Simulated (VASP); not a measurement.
The system is Mn3Sn.

```
CELL_PARAMETERS angstrom
5.66240 0.00000 0.00000
-2.83120 4.90378 0.00000
0.00000 0.00000 4.52860
ATOMIC_POSITIONS crystal
Mn 0.83807 0.67613 0.75000
Mn 0.32387 0.16193 0.75000
Mn 0.83807 0.16193 0.75000
Mn 0.16193 0.32387 0.25000
Mn 0.67613 0.83807 0.25000
Mn 0.16193 0.83807 0.25000
Sn 0.66667 0.33333 0.25000
Sn 0.33333 0.66667 0.75000
```

| Quantity | Value |
| --- | --- |
| Program | VASP 6.6.1 |
| Task | relaxation of cell and atoms |
| Functional | PBE |
| Potentials or basis | VASP PAW PBE potentials, release 64 (Mn_pv, Sn_d) |
| Cutoff | 600 eV |
| k mesh | 8 × 8 × 9 |
| Occupations | fermi-dirac, width 0.05 eV |
| Spin | collinear spin, ferromagnetic start |
| Starting moments | [4.0, 4.0, 4.0, 4.0, 4.0, 4.0, 0.0, 0.0] μB |

At the start: pressure -3.4 GPa; volume 15.72 Å³/atom.

Question: Where does the relaxation end?

Answer: Over 8 steps the energy falls by 7.1 meV/atom and the volume is 15.06 Å³/atom (-4.2 %); space group P6_3/mmc (No. 194, to 0.05 Å); moment 17.80 μB per cell.

The path:
| step | energy change (eV) | largest force (eV/Å) | pressure (GPa) | volume (Å³) |
| --- | --- | --- | --- | --- |
| 1 | 0.0000 | 0.0295 | -3.41 | 125.75 |
| 2 | -0.0511 | 0.1000 | 0.80 | 119.76 |
| 3 | -0.0540 | 0.0802 | 0.05 | 120.83 |
| 4 | -0.0539 | 0.0787 | -0.02 | 120.93 |
| 5 | -0.0554 | 0.0493 | -0.07 | 120.88 |
| 6 | -0.0563 | 0.0101 | -0.15 | 120.78 |
| 7 | -0.0563 | 0.0034 | -0.14 | 120.80 |
| 8 | -0.0566 | 0.0008 | 0.03 | 120.49 |

Final structure:
```cif
data_structure
_symmetry_space_group_name_H-M 'P 1'
_symmetry_Int_Tables_number 1
_cell_length_a 5.5791
_cell_length_b 5.5791
_cell_length_c 4.4698
_cell_angle_alpha 90.000
_cell_angle_beta 90.000
_cell_angle_gamma 120.000
_cell_volume 120.49
loop_
_atom_site_label
_atom_site_type_symbol
_atom_site_fract_x
_atom_site_fract_y
_atom_site_fract_z
_atom_site_occupancy
Mn1 Mn 0.83935 0.67871 0.75000 1
Mn2 Mn 0.32129 0.16065 0.75000 1
Mn3 Mn 0.83935 0.16065 0.75000 1
Mn4 Mn 0.16065 0.32129 0.25000 1
Mn5 Mn 0.67871 0.83935 0.25000 1
Mn6 Mn 0.16065 0.83935 0.25000 1
Sn1 Sn 0.66667 0.33333 0.25000 1
Sn2 Sn 0.33333 0.66667 0.75000 1
```
